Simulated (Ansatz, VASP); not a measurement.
# GaSb in two plane-wave programs

One calculation is typed for both programs; each brings its own data sets. How far apart do they land? The cell is taken from a series of runs on this material, whose earlier steps may have relaxed, scaled, displaced or heated it; both programs get it as it stands.

Main program and level: Ansatz 0.2.0; plane waves, with VASP 6.6.1 beside it; LDA.

## Step 1: Set-up

Symmetry: Imm2, No. 44, orthorhombic system. The conventional cell has a = 4.275 Å, b = 4.448 Å, c = 5.936 Å, α = 90.00°, β = 90.00°, γ = 90.00°. Ga has 4 Sb at 2.62 to 2.65 Å nearest. Sb has 4 Ga at 2.62 to 2.65 Å nearest. Farther neighbours are not listed.

## Step 2: VASP: zone-centre phonons, LDA

Second derivatives magnify differences that forces hide, and they need a tight electronic threshold.

Lines of VASP's logs that name or quote its potential files are left out, and so is its time.

INCAR

```
SYSTEM = GaSb
PREC = Accurate
ENCUT = 500
EDIFF = 1E-08
NELM = 120
ISMEAR = 0
SIGMA = 0.015
LREAL = .FALSE.
ALGO = Normal
GGA = CA
NBANDS = 15
LORBIT = 11
LWAVE = .FALSE.
LCHARG = .FALSE.
ISIF = 2
ISYM = 2
IBRION = 8
LASPH = .TRUE.
GGA_COMPAT = .FALSE.
EFERMI = MIDGAP
KPAR = 2
```

POSCAR

```
GaSb
1.0
    0.0614844625      3.0840579984      2.9680593930
    3.0840579984      0.0614844625      2.9680593930
    3.1455424609      3.1455424609      0.0000000000
Ga Sb
1 1
Direct
    0.9970680416      0.9970680416      0.0029697317
    0.7529319584      0.7529319584      0.7470302683
```

KPOINTS

```
Points of the shifted mesh
1728
Reciprocal
 0.0416666667  0.0416666667  0.0416666667 1
 0.0416666667  0.0416666667  0.1250000000 1
 0.0416666667  0.0416666667  0.2083333333 1
 0.0416666667  0.0416666667  0.2916666667 1
 0.0416666667  0.0416666667  0.3750000000 1
 0.0416666667  0.0416666667  0.4583333333 1
 0.0416666667  0.0416666667  0.5416666667 1
 0.0416666667  0.0416666667  0.6250000000 1
 0.0416666667  0.0416666667  0.7083333333 1
 0.0416666667  0.0416666667  0.7916666667 1
 0.0416666667  0.0416666667  0.8750000000 1
 0.0416666667  0.0416666667  0.9583333333 1
 0.0416666667  0.1250000000  0.0416666667 1
 0.0416666667  0.1250000000  0.1250000000 1
 0.0416666667  0.1250000000  0.2083333333 1
 0.0416666667  0.1250000000  0.2916666667 1
 0.0416666667  0.1250000000  0.3750000000 1
 0.0416666667  0.1250000000  0.4583333333 1
 0.0416666667  0.1250000000  0.5416666667 1
 0.0416666667  0.1250000000  0.6250000000 1
 0.0416666667  0.1250000000  0.7083333333 1
 0.0416666667  0.1250000000  0.7916666667 1
 0.0416666667  0.1250000000  0.8750000000 1
 0.0416666667  0.1250000000  0.9583333333 1
 0.0416666667  0.2083333333  0.0416666667 1
 0.0416666667  0.2083333333  0.1250000000 1
 0.0416666667  0.2083333333  0.2083333333 1
 0.0416666667  0.2083333333  0.2916666667 1
 0.0416666667  0.2083333333  0.3750000000 1
 0.0416666667  0.2083333333  0.4583333333 1
 0.0416666667  0.2083333333  0.5416666667 1
 0.0416666667  0.2083333333  0.6250000000 1
 0.0416666667  0.2083333333  0.7083333333 1
 0.0416666667  0.2083333333  0.7916666667 1
 0.0416666667  0.2083333333  0.8750000000 1
 0.0416666667  0.2083333333  0.9583333333 1
 0.0416666667  0.2916666667  0.0416666667 1
 0.0416666667  0.2916666667  0.1250000000 1
 0.0416666667  0.2916666667  0.2083333333 1
 0.0416666667  0.2916666667  0.2916666667 1
 0.0416666667  0.2916666667  0.3750000000 1
 0.0416666667  0.2916666667  0.4583333333 1
 0.0416666667  0.2916666667  0.5416666667 1
 0.0416666667  0.2916666667  0.6250000000 1
 0.0416666667  0.2916666667  0.7083333333 1
 0.0416666667  0.2916666667  0.7916666667 1
 0.0416666667  0.2916666667  0.8750000000 1
 0.0416666667  0.2916666667  0.9583333333 1
 0.0416666667  0.3750000000  0.0416666667 1
 0.0416666667  0.3750000000  0.1250000000 1
 0.0416666667  0.3750000000  0.2083333333 1
 0.0416666667  0.3750000000  0.2916666667 1
 0.0416666667  0.3750000000  0.3750000000 1
 0.0416666667  0.3750000000  0.4583333333 1
 0.0416666667  0.3750000000  0.5416666667 1
 0.0416666667  0.3750000000  0.6250000000 1
 0.0416666667  0.3750000000  0.7083333333 1
 0.0416666667  0.3750000000  0.7916666667 1
 0.0416666667  0.3750000000  0.8750000000 1
 0.0416666667  0.3750000000  0.9583333333 1
 0.0416666667  0.4583333333  0.0416666667 1
 0.0416666667  0.4583333333  0.1250000000 1
 0.0416666667  0.4583333333  0.2083333333 1
 0.0416666667  0.4583333333  0.2916666667 1
 0.0416666667  0.4583333333  0.3750000000 1
 0.0416666667  0.4583333333  0.4583333333 1
 0.0416666667  0.4583333333  0.5416666667 1
 0.0416666667  0.4583333333  0.6250000000 1
 0.0416666667  0.4583333333  0.7083333333 1
 0.0416666667  0.4583333333  0.7916666667 1
 0.0416666667  0.4583333333  0.8750000000 1
 0.0416666667  0.4583333333  0.9583333333 1
 0.0416666667  0.5416666667  0.0416666667 1
 0.0416666667  0.5416666667  0.1250000000 1
 0.0416666667  0.5416666667  0.2083333333 1
 0.0416666667  0.5416666667  0.2916666667 1
 0.0416666667  0.5416666667  0.3750000000 1
 0.0416666667  0.5416666667  0.4583333333 1
 0.0416666667  0.5416666667  0.5416666667 1
 0.0416666667  0.5416666667  0.6250000000 1
 0.0416666667  0.5416666667  0.7083333333 1
 0.0416666667  0.5416666667  0.7916666667 1
 0.0416666667  0.5416666667  0.8750000000 1
 0.0416666667  0.5416666667  0.9583333333 1
 0.0416666667  0.6250000000  0.0416666667 1
 0.0416666667  0.6250000000  0.1250000000 1
 0.0416666667  0.6250000000  0.2083333333 1
 0.0416666667  0.6250000000  0.2916666667 1
 0.0416666667  0.6250000000  0.3750000000 1
 0.0416666667  0.6250000000  0.4583333333 1
 0.0416666667  0.6250000000  0.5416666667 1
 0.0416666667  0.6250000000  0.6250000000 1
 0.0416666667  0.6250000000  0.7083333333 1
 0.0416666667  0.6250000000  0.7916666667 1
 0.0416666667  0.6250000000  0.8750000000 1
 0.0416666667  0.6250000000  0.9583333333 1
 0.0416666667  0.7083333333  0.0416666667 1
 0.0416666667  0.7083333333  0.1250000000 1
 0.0416666667  0.7083333333  0.2083333333 1
 0.0416666667  0.7083333333  0.2916666667 1
 0.0416666667  0.7083333333  0.3750000000 1
 0.0416666667  0.7083333333  0.4583333333 1
 0.0416666667  0.7083333333  0.5416666667 1
 0.0416666667  0.7083333333  0.6250000000 1
 0.0416666667  0.7083333333  0.7083333333 1
 0.0416666667  0.7083333333  0.7916666667 1
 0.0416666667  0.7083333333  0.8750000000 1
 0.0416666667  0.7083333333  0.9583333333 1
 0.0416666667  0.7916666667  0.0416666667 1
 0.0416666667  0.7916666667  0.1250000000 1
 0.0416666667  0.7916666667  0.2083333333 1
 0.0416666667  0.7916666667  0.2916666667 1
[... 1390 lines left out ...]
 0.8750000000  0.4583333333  0.1250000000 1
 0.8750000000  0.4583333333  0.2083333333 1
 0.8750000000  0.4583333333  0.2916666667 1
 0.8750000000  0.4583333333  0.3750000000 1
 0.8750000000  0.4583333333  0.4583333333 1
 0.8750000000  0.4583333333  0.5416666667 1
 0.8750000000  0.4583333333  0.6250000000 1
 0.8750000000  0.4583333333  0.7083333333 1
 0.8750000000  0.4583333333  0.7916666667 1
 0.8750000000  0.4583333333  0.8750000000 1
 0.8750000000  0.4583333333  0.9583333333 1
 0.8750000000  0.5416666667  0.0416666667 1
 0.8750000000  0.5416666667  0.1250000000 1
 0.8750000000  0.5416666667  0.2083333333 1
 0.8750000000  0.5416666667  0.2916666667 1
 0.8750000000  0.5416666667  0.3750000000 1
 0.8750000000  0.5416666667  0.4583333333 1
 0.8750000000  0.5416666667  0.5416666667 1
 0.8750000000  0.5416666667  0.6250000000 1
 0.8750000000  0.5416666667  0.7083333333 1
 0.8750000000  0.5416666667  0.7916666667 1
 0.8750000000  0.5416666667  0.8750000000 1
 0.8750000000  0.5416666667  0.9583333333 1
 0.8750000000  0.6250000000  0.0416666667 1
 0.8750000000  0.6250000000  0.1250000000 1
 0.8750000000  0.6250000000  0.2083333333 1
 0.8750000000  0.6250000000  0.2916666667 1
 0.8750000000  0.6250000000  0.3750000000 1
 0.8750000000  0.6250000000  0.4583333333 1
 0.8750000000  0.6250000000  0.5416666667 1
 0.8750000000  0.6250000000  0.6250000000 1
 0.8750000000  0.6250000000  0.7083333333 1
 0.8750000000  0.6250000000  0.7916666667 1
 0.8750000000  0.6250000000  0.8750000000 1
 0.8750000000  0.6250000000  0.9583333333 1
 0.8750000000  0.7083333333  0.0416666667 1
 0.8750000000  0.7083333333  0.1250000000 1
 0.8750000000  0.7083333333  0.2083333333 1
 0.8750000000  0.7083333333  0.2916666667 1
 0.8750000000  0.7083333333  0.3750000000 1
 0.8750000000  0.7083333333  0.4583333333 1
 0.8750000000  0.7083333333  0.5416666667 1
 0.8750000000  0.7083333333  0.6250000000 1
 0.8750000000  0.7083333333  0.7083333333 1
 0.8750000000  0.7083333333  0.7916666667 1
 0.8750000000  0.7083333333  0.8750000000 1
 0.8750000000  0.7083333333  0.9583333333 1
 0.8750000000  0.7916666667  0.0416666667 1
 0.8750000000  0.7916666667  0.1250000000 1
 0.8750000000  0.7916666667  0.2083333333 1
 0.8750000000  0.7916666667  0.2916666667 1
 0.8750000000  0.7916666667  0.3750000000 1
 0.8750000000  0.7916666667  0.4583333333 1
 0.8750000000  0.7916666667  0.5416666667 1
 0.8750000000  0.7916666667  0.6250000000 1
 0.8750000000  0.7916666667  0.7083333333 1
 0.8750000000  0.7916666667  0.7916666667 1
 0.8750000000  0.7916666667  0.8750000000 1
 0.8750000000  0.7916666667  0.9583333333 1
 0.8750000000  0.8750000000  0.0416666667 1
 0.8750000000  0.8750000000  0.1250000000 1
 0.8750000000  0.8750000000  0.2083333333 1
 0.8750000000  0.8750000000  0.2916666667 1
 0.8750000000  0.8750000000  0.3750000000 1
 0.8750000000  0.8750000000  0.4583333333 1
 0.8750000000  0.8750000000  0.5416666667 1
 0.8750000000  0.8750000000  0.6250000000 1
 0.8750000000  0.8750000000  0.7083333333 1
 0.8750000000  0.8750000000  0.7916666667 1
 0.8750000000  0.8750000000  0.8750000000 1
 0.8750000000  0.8750000000  0.9583333333 1
 0.8750000000  0.9583333333  0.0416666667 1
 0.8750000000  0.9583333333  0.1250000000 1
 0.8750000000  0.9583333333  0.2083333333 1
 0.8750000000  0.9583333333  0.2916666667 1
 0.8750000000  0.9583333333  0.3750000000 1
 0.8750000000  0.9583333333  0.4583333333 1
 0.8750000000  0.9583333333  0.5416666667 1
 0.8750000000  0.9583333333  0.6250000000 1
 0.8750000000  0.9583333333  0.7083333333 1
 0.8750000000  0.9583333333  0.7916666667 1
 0.8750000000  0.9583333333  0.8750000000 1
 0.8750000000  0.9583333333  0.9583333333 1
 0.9583333333  0.0416666667  0.0416666667 1
 0.9583333333  0.0416666667  0.1250000000 1
 0.9583333333  0.0416666667  0.2083333333 1
 0.9583333333  0.0416666667  0.2916666667 1
 0.9583333333  0.0416666667  0.3750000000 1
 0.9583333333  0.0416666667  0.4583333333 1
 0.9583333333  0.0416666667  0.5416666667 1
 0.9583333333  0.0416666667  0.6250000000 1
 0.9583333333  0.0416666667  0.7083333333 1
 0.9583333333  0.0416666667  0.7916666667 1
 0.9583333333  0.0416666667  0.8750000000 1
 0.9583333333  0.0416666667  0.9583333333 1
 0.9583333333  0.1250000000  0.0416666667 1
 0.9583333333  0.1250000000  0.1250000000 1
 0.9583333333  0.1250000000  0.2083333333 1
 0.9583333333  0.1250000000  0.2916666667 1
 0.9583333333  0.1250000000  0.3750000000 1
 0.9583333333  0.1250000000  0.4583333333 1
 0.9583333333  0.1250000000  0.5416666667 1
 0.9583333333  0.1250000000  0.6250000000 1
 0.9583333333  0.1250000000  0.7083333333 1
 0.9583333333  0.1250000000  0.7916666667 1
 0.9583333333  0.1250000000  0.8750000000 1
 0.9583333333  0.1250000000  0.9583333333 1
 0.9583333333  0.2083333333  0.0416666667 1
 0.9583333333  0.2083333333  0.1250000000 1
 0.9583333333  0.2083333333  0.2083333333 1
 0.9583333333  0.2083333333  0.2916666667 1
 0.9583333333  0.2083333333  0.3750000000 1
 0.9583333333  0.2083333333  0.4583333333 1
 0.9583333333  0.2083333333  0.5416666667 1
 0.9583333333  0.2083333333  0.6250000000 1
 0.9583333333  0.2083333333  0.7083333333 1
 0.9583333333  0.2083333333  0.7916666667 1
 0.9583333333  0.2083333333  0.8750000000 1
 0.9583333333  0.2083333333  0.9583333333 1
 0.9583333333  0.2916666667  0.0416666667 1
 0.9583333333  0.2916666667  0.1250000000 1
 0.9583333333  0.2916666667  0.2083333333 1
 0.9583333333  0.2916666667  0.2916666667 1
 0.9583333333  0.2916666667  0.3750000000 1
 0.9583333333  0.2916666667  0.4583333333 1
 0.9583333333  0.2916666667  0.5416666667 1
 0.9583333333  0.2916666667  0.6250000000 1
 0.9583333333  0.2916666667  0.7083333333 1
 0.9583333333  0.2916666667  0.7916666667 1
 0.9583333333  0.2916666667  0.8750000000 1
 0.9583333333  0.2916666667  0.9583333333 1
 0.9583333333  0.3750000000  0.0416666667 1
 0.9583333333  0.3750000000  0.1250000000 1
 0.9583333333  0.3750000000  0.2083333333 1
 0.9583333333  0.3750000000  0.2916666667 1
 0.9583333333  0.3750000000  0.3750000000 1
 0.9583333333  0.3750000000  0.4583333333 1
 0.9583333333  0.3750000000  0.5416666667 1
 0.9583333333  0.3750000000  0.6250000000 1
 0.9583333333  0.3750000000  0.7083333333 1
 0.9583333333  0.3750000000  0.7916666667 1
 0.9583333333  0.3750000000  0.8750000000 1
 0.9583333333  0.3750000000  0.9583333333 1
 0.9583333333  0.4583333333  0.0416666667 1
 0.9583333333  0.4583333333  0.1250000000 1
 0.9583333333  0.4583333333  0.2083333333 1
 0.9583333333  0.4583333333  0.2916666667 1
 0.9583333333  0.4583333333  0.3750000000 1
 0.9583333333  0.4583333333  0.4583333333 1
 0.9583333333  0.4583333333  0.5416666667 1
 0.9583333333  0.4583333333  0.6250000000 1
 0.9583333333  0.4583333333  0.7083333333 1
 0.9583333333  0.4583333333  0.7916666667 1
 0.9583333333  0.4583333333  0.8750000000 1
 0.9583333333  0.4583333333  0.9583333333 1
 0.9583333333  0.5416666667  0.0416666667 1
 0.9583333333  0.5416666667  0.1250000000 1
 0.9583333333  0.5416666667  0.2083333333 1
 0.9583333333  0.5416666667  0.2916666667 1
 0.9583333333  0.5416666667  0.3750000000 1
 0.9583333333  0.5416666667  0.4583333333 1
 0.9583333333  0.5416666667  0.5416666667 1
 0.9583333333  0.5416666667  0.6250000000 1
 0.9583333333  0.5416666667  0.7083333333 1
 0.9583333333  0.5416666667  0.7916666667 1
 0.9583333333  0.5416666667  0.8750000000 1
 0.9583333333  0.5416666667  0.9583333333 1
 0.9583333333  0.6250000000  0.0416666667 1
 0.9583333333  0.6250000000  0.1250000000 1
 0.9583333333  0.6250000000  0.2083333333 1
 0.9583333333  0.6250000000  0.2916666667 1
 0.9583333333  0.6250000000  0.3750000000 1
 0.9583333333  0.6250000000  0.4583333333 1
 0.9583333333  0.6250000000  0.5416666667 1
 0.9583333333  0.6250000000  0.6250000000 1
 0.9583333333  0.6250000000  0.7083333333 1
 0.9583333333  0.6250000000  0.7916666667 1
 0.9583333333  0.6250000000  0.8750000000 1
 0.9583333333  0.6250000000  0.9583333333 1
 0.9583333333  0.7083333333  0.0416666667 1
 0.9583333333  0.7083333333  0.1250000000 1
 0.9583333333  0.7083333333  0.2083333333 1
 0.9583333333  0.7083333333  0.2916666667 1
 0.9583333333  0.7083333333  0.3750000000 1
 0.9583333333  0.7083333333  0.4583333333 1
 0.9583333333  0.7083333333  0.5416666667 1
 0.9583333333  0.7083333333  0.6250000000 1
 0.9583333333  0.7083333333  0.7083333333 1
 0.9583333333  0.7083333333  0.7916666667 1
 0.9583333333  0.7083333333  0.8750000000 1
 0.9583333333  0.7083333333  0.9583333333 1
 0.9583333333  0.7916666667  0.0416666667 1
 0.9583333333  0.7916666667  0.1250000000 1
 0.9583333333  0.7916666667  0.2083333333 1
 0.9583333333  0.7916666667  0.2916666667 1
 0.9583333333  0.7916666667  0.3750000000 1
 0.9583333333  0.7916666667  0.4583333333 1
 0.9583333333  0.7916666667  0.5416666667 1
 0.9583333333  0.7916666667  0.6250000000 1
 0.9583333333  0.7916666667  0.7083333333 1
 0.9583333333  0.7916666667  0.7916666667 1
 0.9583333333  0.7916666667  0.8750000000 1
 0.9583333333  0.7916666667  0.9583333333 1
 0.9583333333  0.8750000000  0.0416666667 1
 0.9583333333  0.8750000000  0.1250000000 1
 0.9583333333  0.8750000000  0.2083333333 1
 0.9583333333  0.8750000000  0.2916666667 1
 0.9583333333  0.8750000000  0.3750000000 1
 0.9583333333  0.8750000000  0.4583333333 1
 0.9583333333  0.8750000000  0.5416666667 1
 0.9583333333  0.8750000000  0.6250000000 1
 0.9583333333  0.8750000000  0.7083333333 1
 0.9583333333  0.8750000000  0.7916666667 1
 0.9583333333  0.8750000000  0.8750000000 1
 0.9583333333  0.8750000000  0.9583333333 1
 0.9583333333  0.9583333333  0.0416666667 1
 0.9583333333  0.9583333333  0.1250000000 1
 0.9583333333  0.9583333333  0.2083333333 1
 0.9583333333  0.9583333333  0.2916666667 1
 0.9583333333  0.9583333333  0.3750000000 1
 0.9583333333  0.9583333333  0.4583333333 1
 0.9583333333  0.9583333333  0.5416666667 1
 0.9583333333  0.9583333333  0.6250000000 1
 0.9583333333  0.9583333333  0.7083333333 1
 0.9583333333  0.9583333333  0.7916666667 1
 0.9583333333  0.9583333333  0.8750000000 1
 0.9583333333  0.9583333333  0.9583333333 1
```

PAW data sets: Ga_d and Sb (LDA family, release 64).

Command:

```sh
$ mpirun -np 2 vasp_std
```

Numbers of over 12 decimals in the logs are rounded to 6 here.

Output:

```text
[banner, memory and clock lines left out]
running    2 mpi-ranks, on    1 nodes
[...]
LDA part: xc-table for (Slater(with rela. corr.)+CA(PZ))
 , standard interpolation
 POSCAR, INCAR and KPOINTS ok, starting setup
[...]
entering main loop
       N       E                     dE             d eps       ncg     rms          rms(c)
DAV:   1     0.809098581826E+02    0.80910E+02   -0.84991E+03 52454   0.144E+03
DAV:   2    -0.244709615107E+01   -0.83357E+02   -0.80518E+02 60744   0.301E+02
DAV:   3    -0.866245938892E+01   -0.62154E+01   -0.61954E+01 62165   0.680E+01
DAV:   4    -0.877503845523E+01   -0.11258E+00   -0.11256E+00 64310   0.103E+01
[...]
DAV:  11    -0.865373777052E+01   -0.25703E-05   -0.41854E-06 59274   0.187E-02    0.485E-03
DAV:  12    -0.865373775754E+01    0.12975E-07   -0.20505E-07 66662   0.351E-03    0.119E-03
DAV:  13    -0.865373776563E+01   -0.80845E-08   -0.22629E-08 62578   0.137E-03
   1 F= -.86537378E+01 E0= -.86537378E+01  d E =-.131270E-43
 Linear response reoptimize wavefunctions to high precision
DAV:   1    -0.865373776558E+01    0.52296E-10   -0.11314E-09 52716   0.404E-04
DAV:   2    -0.865373776560E+01   -0.22283E-10   -0.17904E-10 36084   0.118E-04
 Linear response DOF=           4
 Linear response progress:
  Degree of freedom:   1/  4
       N       E                     dE             d eps       ncg     rms          rms(c)
RMM:   1    -0.168222762780E+00   -0.16822E+00    0.88784E-02 64477   0.844E+00
RMM:   2    -0.166666371056E+00    0.15564E-02   -0.26982E-02 97196   0.139E+00    0.399E-02
RMM:   3    -0.166906919750E+00   -0.24055E-03   -0.39022E-03101177   0.464E-01    0.257E-02
RMM:   4    -0.166867588713E+00    0.39331E-04   -0.18355E-03111038   0.222E-01    0.150E-02
[...]
RMM:  14    -0.166872834081E+00    0.42450E-07   -0.32694E-09103182   0.773E-05    0.692E-06
RMM:  15    -0.166872875116E+00   -0.41035E-07   -0.27095E-09107109   0.440E-05    0.168E-06
RMM:  16    -0.166872881071E+00   -0.59551E-08   -0.12151E-09104598   0.268E-05    0.157E-06
 first order change of Fermi-energy   0.72131E-01
 force on displaced ion       1 direction 1 :  -8.009   0.406  -0.003
 Linear response progress:
  Degree of freedom:   2/  4
       N       E                     dE             d eps       ncg     rms          rms(c)
RMM:   1    -0.167874230276E+00   -0.16787E+00    0.10586E-01 64480   0.851E+00
RMM:   2    -0.166640661478E+00    0.12336E-02   -0.27724E-02 96838   0.137E+00    0.407E-02
RMM:   3    -0.166739852562E+00   -0.99191E-04   -0.43583E-03100154   0.485E-01    0.252E-02
RMM:   4    -0.166722307148E+00    0.17545E-04   -0.23355E-03111217   0.243E-01    0.155E-02
[...]
RMM:  16    -0.166722462276E+00   -0.20885E-07   -0.20178E-09108006   0.278E-05    0.145E-06
RMM:  17    -0.166722447966E+00    0.14310E-07   -0.10433E-09 93844   0.192E-05    0.773E-07
RMM:  18    -0.166722451998E+00   -0.40311E-08   -0.88934E-10 71697   0.140E-05    0.343E-07
 first order change of Fermi-energy  -0.89143E+00
 force on displaced ion       1 direction 3 :  -0.003  -0.003  -7.932
 Linear response progress:
  Degree of freedom:   3/  4
       N       E                     dE             d eps       ncg     rms          rms(c)
RMM:   1    -0.294264231838E-01   -0.29426E-01    0.19602E-03104405   0.139E+00
RMM:   2    -0.265517801179E-01    0.28746E-02   -0.36030E-03 95101   0.396E-01    0.677E-02
RMM:   3    -0.264935378209E-01    0.58242E-04   -0.21687E-04105878   0.106E-01    0.361E-02
RMM:   4    -0.265133190135E-01   -0.19781E-04   -0.44369E-05105751   0.452E-02    0.460E-03
[...]
RMM:   8    -0.265097815991E-01    0.31495E-06   -0.17801E-08104117   0.546E-04    0.826E-05
RMM:   9    -0.265097621676E-01    0.19432E-07   -0.33584E-09109552   0.207E-04    0.269E-05
RMM:  10    -0.265097629184E-01   -0.75079E-09   -0.14422E-09104010   0.798E-05    0.772E-06
 first order change of Fermi-energy  -0.72132E-01
 force on displaced ion       2 direction 1 :  -8.008   0.402  -0.003
 Linear response progress:
  Degree of freedom:   4/  4
       N       E                     dE             d eps       ncg     rms          rms(c)
RMM:   1    -0.289816498615E-01   -0.28982E-01    0.44464E-03104497   0.137E+00
RMM:   2    -0.265813818374E-01    0.24003E-02   -0.35806E-03 95449   0.379E-01    0.656E-02
RMM:   3    -0.264953011883E-01    0.86081E-04   -0.21936E-04105713   0.103E-01    0.351E-02
RMM:   4    -0.265015836955E-01   -0.62825E-05   -0.44523E-05105334   0.446E-02    0.467E-03
[...]
RMM:   8    -0.264985835438E-01    0.55015E-06   -0.13935E-08108686   0.660E-04    0.122E-04
RMM:   9    -0.264984068241E-01    0.17672E-06   -0.23078E-09107043   0.232E-04    0.236E-05
RMM:  10    -0.264984160612E-01   -0.92371E-08   -0.38428E-10102938   0.855E-05    0.102E-05
 first order change of Fermi-energy   0.89143E+00
 force on displaced ion       2 direction 3 :  -0.003  -0.003  -7.941
 Linear response finished
```

(Part 1 of 2 ends here.)

[Lines on the potential files, build, host, timing and source positions are cut from VASP's logs without a mark.]

[Logs are printed without paths, hosts, clocks, repeated set-up lines and the standing remarks that a program may print on its own settings, such as how far it seeks lower states.]

[Hosts, paths, dates, database ids (printed as entryN), source tags and the programs' standing remarks are cut or masked in the printed files.]
